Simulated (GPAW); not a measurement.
# Al2O3 (Corundum) (R-3c) in GPAW: notebook

The runs below take Al2O3 (Corundum) through eps q, dielectric tensor, energy-loss spectrum, with LDA.

Everything below comes from runs of GPAW 26.7.0. Logs are shortened: lines on timing, memory, paths and dates and some standing lists are left out, and cuts for length are marked. The log counts tension as positive stress, the text compression.

**The experiment to reproduce.**

From “Multi-petahertz electron interference in Cr:Al2O3 solid-state material”, 2018, pmc:5906618, for a bulk crystal of Al2O3: band gap 8.7 eV (optical).

The results are compared with them further down.

### 1 The crystal as given

The structure is trigonal, space group R-3c (No. 167). The conventional cell has a = 4.760 Å, b = 4.760 Å, c = 12.996 Å, α = 90.00°, β = 90.00°, γ = 120.00°. Al (site symmetry 3) has 6 O at 1.85 to 1.97 Å as nearest neighbours. O (site symmetry 2) has 4 Al at 1.85 to 1.97 Å as nearest neighbours.

### 2 Eps q, LDA

The input, run.py:

```python
import numpy as np
import spglib
from ase import Atoms
from ase.dft.bandgap import bandgap
from ase.io import read, write
from gpaw import GPAW, PW
from gpaw.response.df import DielectricFunction

atoms = read('Al2O3.cif')
cell, positions, numbers = spglib.find_primitive(
    (atoms.cell[:], atoms.get_scaled_positions(), atoms.numbers), symprec=1e-4)
atoms = Atoms(numbers, cell=cell, scaled_positions=positions, pbc=True)

calc = GPAW(mode=PW(600),
            xc='LDA',
            kpts={'size': (6, 6, 6), 'gamma': True},
            occupations={'name': 'fermi-dirac', 'width': 0.001},
            nbands=44,
            convergence={'density': 1e-06},
            maxiter=150,
            txt='gpaw.txt')
atoms.calc = calc
energy = atoms.get_potential_energy()
calc.write('gs.gpw')
write('result.traj', atoms)
print(f'Energy: {energy:.6f} eV')
print('Fermi level:', round(calc.get_fermi_level(), 4), 'eV')
print(f'Gap: {bandgap(calc)[0]:.4f} eV, direct: {bandgap(calc, direct=True)[0]:.4f} eV')

dense = calc.fixed_density(kpts={'size': (4, 4, 4), 'gamma': True},
                           nbands=130, convergence={'bands': 124},
                           update_fermi_level=True, txt='dense.txt')
dense.write('dense.gpw', mode='all')

df = DielectricFunction('dense.gpw', frequencies=np.array([0.0]), hilbert=False, eta=0.001,
                        ecut=50, nbands=124, txt='df.txt')
for q_c in [[0.25, 0.0, 0.0], [0.5, 0.0, 0.0], [0.75, 0.0, 0.0], [0.0, 0.0, 0.25], [0.0, 0.0, 0.5], [0.0, 0.0, 0.75]]:
    e0, e = df.get_dielectric_function(xc='RPA', q_c=q_c, filename=None)
    q = np.linalg.norm(2 * np.pi * np.array(q_c) @ atoms.cell.reciprocal())
    print(q_c, f'|q| = {q:.4f} 1/A: eps {e0[0].real:.4f} without, {e[0].real:.4f} with local fields')
```

The input, Al2O3.cif:

```cif
data_Al2O3
_cell_length_a 4.76050000
_cell_length_b 4.76050000
_cell_length_c 12.99560000
_cell_angle_alpha 90.00000000
_cell_angle_beta 90.00000000
_cell_angle_gamma 120.00000000
_space_group_name_H-M_alt 'R-3c'
_space_group_name_Hall '-R 3 2"c'
_space_group_IT_number 167
loop_
_space_group_symop_operation_xyz
'x,y,z'
'-x,-y,-z'
'-y,x-y,z'
'y,-x+y,-z'
'-x+y,-x,z'
'x-y,x,-z'
'y,x,-z+1/2'
'-y,-x,z+1/2'
'x-y,-y,-z+1/2'
'-x+y,y,z+1/2'
'-x,-x+y,-z+1/2'
'x,x-y,z+1/2'
'x+2/3,y+1/3,z+1/3'
'-x+2/3,-y+1/3,-z+1/3'
'-y+2/3,x-y+1/3,z+1/3'
'y+2/3,-x+y+1/3,-z+1/3'
'-x+y+2/3,-x+1/3,z+1/3'
'x-y+2/3,x+1/3,-z+1/3'
'y+2/3,x+1/3,-z+5/6'
'-y+2/3,-x+1/3,z+5/6'
'x-y+2/3,-y+1/3,-z+5/6'
'-x+y+2/3,y+1/3,z+5/6'
'-x+2/3,-x+y+1/3,-z+5/6'
'x+2/3,x-y+1/3,z+5/6'
'x+1/3,y+2/3,z+2/3'
'-x+1/3,-y+2/3,-z+2/3'
'-y+1/3,x-y+2/3,z+2/3'
'y+1/3,-x+y+2/3,-z+2/3'
'-x+y+1/3,-x+2/3,z+2/3'
'x-y+1/3,x+2/3,-z+2/3'
'y+1/3,x+2/3,-z+1/6'
'-y+1/3,-x+2/3,z+1/6'
'x-y+1/3,-y+2/3,-z+1/6'
'-x+y+1/3,y+2/3,z+1/6'
'-x+1/3,-x+y+2/3,-z+1/6'
'x+1/3,x-y+2/3,z+1/6'
loop_
_atom_site_label
_atom_site_type_symbol
_atom_site_symmetry_multiplicity
_atom_site_Wyckoff_symbol
_atom_site_fract_x
_atom_site_fract_y
_atom_site_fract_z
_atom_site_occupancy
Al1 Al 12 c 0.6666666667 0.3333333333 0.1854933333 1
O1 O 18 e 0.9733466667 0.6400133333 0.0833333333 1
```

Potentials or basis: the program's PAW data sets (release 1.2.1) made for this functional, pw.

Run with:

```console
$ OMP_NUM_THREADS=1 python run.py
```

gpaw.txt:

```text
__  _  _
 | _ |_)|_||  |
 |__||  | ||/\| - 26.7.0

Input parameters:
  mode=PW(ecut=600.0),
  convergence={'density': 1e-06},
  kpts=MonkhorstPack(size=(6, 6, 6), gamma=True),
  maxiter=150,
  nbands=44,
  occupations=Occupations(name='fermi-dirac', width=0.001),
  xc=XC(name='LDA')

Diagonalizing LCAO Hamiltonian
Converting LCAO to pw mode

            Al

           OAl
                O
         O     O
        O
            AO

            Al

Atoms  # Å, Bohr magnetons
|   | symbol |         x |         y |         z |    initial magnetic moments |
|---|--------|-----------|-----------|-----------|-----------------------------|
| 0 |     Al |  0.000000 |  0.000000 | 11.074330 | ( 0.0000,  0.0000,  0.0000) |
| 1 |     Al | -0.000000 | -0.000000 |  1.921270 | ( 0.0000,  0.0000,  0.0000) |
| 2 |     Al | -0.000000 | -0.000000 |  8.419070 | ( 0.0000,  0.0000,  0.0000) |
| 3 |     Al | -0.000000 |  0.000000 |  4.576530 | ( 0.0000,  0.0000,  0.0000) |
| 4 |      O | -1.650275 | -0.109884 |  5.414833 | ( 0.0000,  0.0000,  0.0000) |
| 5 |      O |  1.650275 |  0.109884 |  7.580767 | ( 0.0000,  0.0000,  0.0000) |
| 6 |      O |  0.920300 | -1.374238 |  5.414833 | ( 0.0000,  0.0000,  0.0000) |
| 7 |      O | -0.920300 |  1.374238 |  7.580767 | ( 0.0000,  0.0000,  0.0000) |
| 8 |      O |  0.729975 |  1.484122 |  5.414833 | ( 0.0000,  0.0000,  0.0000) |
| 9 |      O | -0.729975 | -1.484122 |  7.580767 | ( 0.0000,  0.0000,  0.0000) |

Unit cell  # Å
| periodic |         x |         y |        z |  lengths |    angles |
|----------|-----------|-----------|----------|----------|-----------|
|      yes |  2.380250 |  1.374238 | 4.331867 | 5.130223 | 55.286671 |
|      yes | -2.380250 |  1.374238 | 4.331867 | 5.130223 | 55.286671 |
|      yes |  0.000000 | -2.748476 | 4.331867 | 5.130223 | 55.286671 |

Number of symmetries: 6
Symmetry operations  # r_c * U_cc + t_c -> r_c
|   | kind |            matrix            |
|---|------|------------------------------|
| 0 |  E   |  1, 0, 0,  0, 1, 0,  0, 0, 1 |
| 1 |  C3  |  0, 1, 0,  0, 0, 1,  1, 0, 0 |
| 2 |  C3  |  0, 0, 1,  1, 0, 0,  0, 1, 0 |
| 3 |  S6  |  0, 0,-1, -1, 0, 0,  0,-1, 0 |
| 4 |  S6  |  0,-1, 0,  0, 0,-1, -1, 0, 0 |
| 5 |  i   | -1, 0, 0,  0,-1, 0,  0, 0,-1 |

BZ-sampling:
  Number of BZ points: 216
  Number of IBZ points: 40

  Monkhorst-Pack size: [6, 6, 6]
  Monkhorst-Pack shift: [0.08333333333333333, 0.08333333333333333, 0.08333333333333333]

K-points  # in reciprocal-cell coordinates
|     |                                coordinates |     weight |
|-----|--------------------------------------------|------------|
|   0 | (  0.00000000,   0.00000000,   0.00000000) | 0.00462963 |
|   1 | (  0.16666667,   0.00000000,  -0.16666667) | 0.02777778 |
|   2 | (  0.16666667,   0.00000000,   0.00000000) | 0.02777778 |
|   3 | (  0.16666667,   0.16666667,  -0.16666667) | 0.02777778 |
|   4 | (  0.16666667,   0.16666667,   0.00000000) | 0.02777778 |
|   5 | (  0.16666667,   0.16666667,   0.16666667) | 0.00925926 |
|   6 | (  0.33333333,  -0.16666667,  -0.33333333) | 0.02777778 |
|   7 | (  0.33333333,  -0.16666667,  -0.16666667) | 0.02777778 |
|   8 | (  0.33333333,  -0.16666667,   0.00000000) | 0.02777778 |
|   9 | (  0.33333333,  -0.16666667,   0.16666667) | 0.02777778 |
| ... |                                            |            |
|  39 | (  0.50000000,   0.50000000,   0.50000000) | 0.00462963 |

Plane wave coefficients: 2873
Cutoff: 600.0 eV

Spin-components: 1 (collinear spins)
Bands:           44
Projectors:      50
Spin-degeneracy: 2
Datatype:        complex128

Density:
  Valence electrons: 48.0
  Components: 1
  Grid points: [30 30 30]
  Charge: 0.0  # |e|

Potential:
  Grid points: [30 30 30]

species:
  Al:
    name:    Aluminium
    Z:       13.0
    valence: 3
    core:    10
    charge:  0.0  # [|e|]
    compensation charges:
      type: gauss
      rc: 0.34  # [Å]
      lmax: 2
    cutoffs:
      filter: 1.91  # [Å]
      core: 2.36  # [Å]
    projectors
    | kind |    occ | energy [eV] | rcut [Å] |
    |------|--------|-------------|----------|
    |   3s |  2.000 |      -7.830 |    1.085 |
    |   3p |  1.000 |      -2.783 |    1.085 |
    |    s |        |      19.382 |    1.085 |
    |    p |        |      24.428 |    1.085 |
    |    d |        |       0.000 |    1.085 |

    Using partial waves for Al as LCAO basis

  O:
    name:    Oxygen
    Z:       8.0
    valence: 6
    core:    2
    charge:  0.0  # [|e|]
    compensation charges:
      type: gauss
      rc: 0.21  # [Å]
      lmax: 2
    cutoffs:
      filter: 1.17  # [Å]
      core: 0.83  # [Å]
    projectors
    | kind |    occ | energy [eV] | rcut [Å] |
    |------|--------|-------------|----------|
    |   2s |  2.000 |     -23.752 |    0.688 |
    |   2p |  4.000 |      -9.195 |    0.598 |
    |    s |        |       3.459 |    0.688 |
    |    p |        |      18.016 |    0.598 |
    |    d |        |       0.000 |    0.619 |

    Using partial waves for O as LCAO basis

Reference energy: -38481.133639  # eV

eigensolver:
  PPCG
  Converge bands: occupied
  niter=2

density mixing:
  MSR1-Mixer
  Pratt-step length: 0.05
  Maximum mixing coefficient: 0.75
  Old densities: 10
  SVD Regularization: 0.005
  Good broyden scale: 1.0
  Trust region scale: 1.0
  Backstep threshold: 4.0
  History deletion threshold: 6.0
  Fourier metric: weight=20.0, sigma=0.015

occupation numbers:
  Fermi-Dirac:
    width: 0.0010  # eV

poisson solver:
  ecut: 4800.0  # eV

xc functional:
  name: None

convergence criteria:
- Maximum integral of absolute [dens]ity change: 1e-06 electrons / valence electron
- Maximum [total energy] change in last 3 cyles: 0.0005 eV / valence electron
- Maximum integral of absolute [eigenst]ate change: 4e-08 eV^2 / valence electron
maximum number of iterations: 150

SCF iterations
|iter     | |      energy | eigst |  dens |
|---------|-|-------------|-------|-------|
|iter:   1| |  -90.475625 | +0.17 |       |
|iter:   2| |  -88.804042 | -1.99 | -0.72 |
|iter:   3| |  -83.656235 | -1.14 | -0.78 |
|iter:   4| |  -83.627844 | -2.91 | -1.36 |
|iter:   5| |  -83.630253 | -3.89 | -1.67 |
|iter:   6| |  -83.630348c| -6.05 | -2.93 |
|iter:   7| |  -83.630358c| -7.01 | -3.37 |
|iter:   8| |  -83.630358c| -7.62c| -4.64 |
|iter:   9| |  -83.630358c| -8.75c| -5.32 |
|iter:  10| |  -83.630358c| -9.91c| -6.12c|

Converged in 10 steps
Energy contributions relative to reference atoms: (reference = -38481.133639)

Energy contributions:
  Kinetic:          81.955570
  Coulomb:         -71.997448
  Zero:              0.823699
  External:          0.000000
  Xc:              -94.412179
  Entropy:          -0.000000
  Spinorbit:         0.000000
  ----------------------------
  Free energy:     -83.630358
  Extrapolated:    -83.630358

dipole moment: (-0.000000, -0.000000, -0.000003)  # |e|*Ang

Fermi level: 7.409
Eigenvalues  # (at kpt = [0.000, 0.000, 0.000])
| band index |      eig [eV] | occ [0-2] |
|------------|---------------|-----------|
|          0 |       -13.123 |     2.000 |
|        ... |               |           |
|         16 |         4.461 |     2.000 |
|         17 |         4.593 |     2.000 |
|         18 |         4.593 |     2.000 |
|         19 |         5.403 |     2.000 |
|         20 |         5.403 |     2.000 |
|         21 |         5.875 |     2.000 |
[... 8 lines left out ...]
|         30 |        18.044 |     0.000 |
|         31 |        18.044 |     0.000 |
|        ... |               |           |
|         43 |        25.385 |     0.000 |

Gap: 6.167 eV
Transition (v -> c):
  (s=0, k=0, n=23, [0.00, 0.00, 0.00]) -> (s=0, k=0, n=24, [0.00, 0.00, 0.00])
No difference between direct/indirect transitions
# Writing to gs.gpw (mode='')
```

Wall time 11 min (1 thread of Arm Neoverse V2, shared host); peak memory 0.57 GiB.

Results:

```yaml
Free_energy: -83.6304 eV
Band_gap_on_the_k_mesh: 6.17 eV, direct
```

Caveat: the k mesh is coarse.

(Continued in part 2 of 3.)
